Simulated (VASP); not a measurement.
Wanted: the native input for a VASP 6.6.1 run.

- Task: band structure
- Functional: HSE03
- Potentials or basis: VASP PAW PBE potentials, release 64 (Se, Zn)
- Cutoff: 520 eV
- k mesh: 6 × 6 × 6
- Occupations: gaussian, width 0.02 eV
- Spin: no spin polarisation
- Ladder: free
- Grid for exact exchange (PRECFOCK): Fast
- Further INCAR settings: ALGO = Normal; EDIFF = 1e-07

ZnSe (Stilleite):

```
Se Zn
1.0
     0.00000    2.83380    2.83380
     2.83380    0.00000    2.83380
     2.83380    2.83380    0.00000
Se Zn
1 1
Direct
  0.75000 0.75000 0.75000
  0.00000 0.00000 0.00000
```

One way to write it, as run:

POSCAR

```
ZnSe
1.0
    0.0000000000      2.8338000000      2.8338000000
    2.8338000000      0.0000000000      2.8338000000
    2.8338000000      2.8338000000      0.0000000000
Se Zn
1 1
Direct
    0.7500000000      0.7500000000      0.7500000000
    0.0000000000      0.0000000000      0.0000000000
```

INCAR.step1

```
ALGO = Normal
EDIFF = 1E-5
ENCUT = 520
GGA = PE
ISIF = 2
ISMEAR = 0
KPAR = 4
LASPH = True
LCHARG = False
LREAL = False
LWAVE = True
NELM = 80
PREC = Accurate
SIGMA = 0.02
```

INCAR.step2

```
ALGO = Normal
EDIFF = 1E-7
ENCUT = 520
GGA = PE
HFSCREEN = 0.3
ISIF = 2
ISMEAR = 0
ISTART = 1
KPAR = 4
LASPH = True
LCHARG = False
LHFCALC = True
LREAL = False
LWAVE = False
NELM = 80
PREC = Accurate
PRECFOCK = Fast
SIGMA = 0.02
```

KPOINTS

```
k-points
0
Gamma
  6 6 6
```

KPOINTS_OPT

```
path GXWKGLUWLK,UX
10
line-mode
reciprocal
 0.0000000000  0.0000000000  0.0000000000  G
 0.5000000000  0.0000000000  0.5000000000  X

 0.5000000000  0.0000000000  0.5000000000  X
 0.5000000000  0.2500000000  0.7500000000  W

 0.5000000000  0.2500000000  0.7500000000  W
 0.3750000000  0.3750000000  0.7500000000  K

 0.3750000000  0.3750000000  0.7500000000  K
 0.0000000000  0.0000000000  0.0000000000  G

 0.0000000000  0.0000000000  0.0000000000  G
 0.5000000000  0.5000000000  0.5000000000  L

 0.5000000000  0.5000000000  0.5000000000  L
 0.6250000000  0.2500000000  0.6250000000  U

 0.6250000000  0.2500000000  0.6250000000  U
 0.5000000000  0.2500000000  0.7500000000  W

 0.5000000000  0.2500000000  0.7500000000  W
 0.5000000000  0.5000000000  0.5000000000  L

 0.5000000000  0.5000000000  0.5000000000  L
 0.3750000000  0.3750000000  0.7500000000  K

 0.6250000000  0.2500000000  0.6250000000  U
 0.5000000000  0.0000000000  0.5000000000  X
```

Potentials or basis: VASP PAW PBE potentials, release 64 (Se, Zn).

The run is started by

```console
$ cat potpaw_PBE.64/Se/POTCAR potpaw_PBE.64/Zn/POTCAR > POTCAR
$ cp INCAR.step1 INCAR
$ mpirun -np 4 vasp_std > vasp.out
$ cp INCAR.step2 INCAR
$ mpirun -np 4 vasp_std > vasp.out
```

Results of the run:

```json
{
 "Pressure": "1.4 GPa",
 "Band gap on the k mesh": "2.22 eV, direct",
 "Band gap along the path": "2.22 eV, direct"
}
```

Caveat: the PAW data sets were made with another functional, which shifts forces and pressure a little.

Run time: 15 min on 4 MPI ranks on Intel(R) Xeon(R) 6975P-C (Granite Rapids), on a shared host, peak memory 0.36 GiB a rank.
